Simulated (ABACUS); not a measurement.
Crystal: SrO.

```xyz
2
Lattice="0.0000 2.5663 2.5663 2.5663 0.0000 2.5663 2.5663 2.5663 0.0000" Properties=species:S:1:pos:R:3 pbc="T T T"
Sr    2.5663    2.5663    2.5663
O     0.0000    0.0000    0.0000
```

Base run:

```yaml
Program: ABACUS 3.10.1
Functional: PBE
Potentials_or_basis: PseudoDojo NC SR 0.4.1 PBE standard
Cutoff: 1143 eV
Density_cutoff: 4572 eV
Basis: plane waves
k_mesh: 9 × 9 × 9
Occupations: fermi-dirac, width 0.05 eV
Spin: no spin polarisation
```

Its results: band gap on the k mesh 3.38 eV, indirect (least direct gap 3.46 eV); pressure 3.1 GPa.

After a change of settings the same cell gave: band gap on the k mesh 3.22 eV, indirect (least direct gap 3.33 eV); pressure 4.5 GPa. Which change was it?
A. cutoff from 1143 eV to 1361 eV; density cutoff from 4572 eV to 5442 eV; basis from plane waves to TZDP LCAO (the cutoffs set its grid); k mesh from 9 × 9 × 9 to 8 × 8 × 8
B. functional from PBE to BLYP; k mesh from 9 × 9 × 9 to 7 × 7 × 7
C. cutoff from 1143 eV to 1361 eV; density cutoff from 4572 eV to 5442 eV; basis from plane waves to DZP LCAO (the cutoffs set its grid)

C.

Caveats: an odd mesh through Γ misses points on the zone boundary, where band edges often lie; the atomic orbitals were generated for these runs and aren't a published set (some runs); the basis of atomic orbitals isn't converged, which shifts pressures, moduli and gaps (some runs).

Not every run made on this cell is shown here.
